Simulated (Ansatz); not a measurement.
## Pd in Ansatz: the effect of target pressure

The system is Pd.

```xyz
1
Lattice="0.0000 1.9465 1.9465 1.9465 0.0000 1.9465 1.9465 1.9465 0.0000" Properties=species:S:1:pos:R:3 pbc="T T T"
Pd    0.0000    0.0000    0.0000
```

Alike in all runs:

* Program: Ansatz 0.2.0
* Task: relaxation of cell and atoms
* Functional: PBEsol
* Potentials or basis: all-electron LAPW, scalar-relativistic
* Basis error allowed: 0.001 eV/atom
* k mesh: 12 × 12 × 12
* Occupations: fermi-dirac, width 0.05 eV
* Spin: no spin polarisation

Each run relaxes the cell or the atoms first.

```csv
target pressure,relaxed volume (Å³/atom)
0 GPa,14.53
5 GPa,14.20
10 GPa,?
20 GPa,13.43
30 GPa,13.03
```

Q: What does the run with target pressure 10 GPa give?

A: Relaxed volume 13.92 Å³/atom.

Worked out: In Murnaghan's law V^(-B') rises as a straight line in P. The other rows fit best with B' = 5.0, V0 = 14.53 Å³/atom and B0 = 207 GPa, which gives 13.91 Å³/atom at 10 GPa, against the run's 13.92.
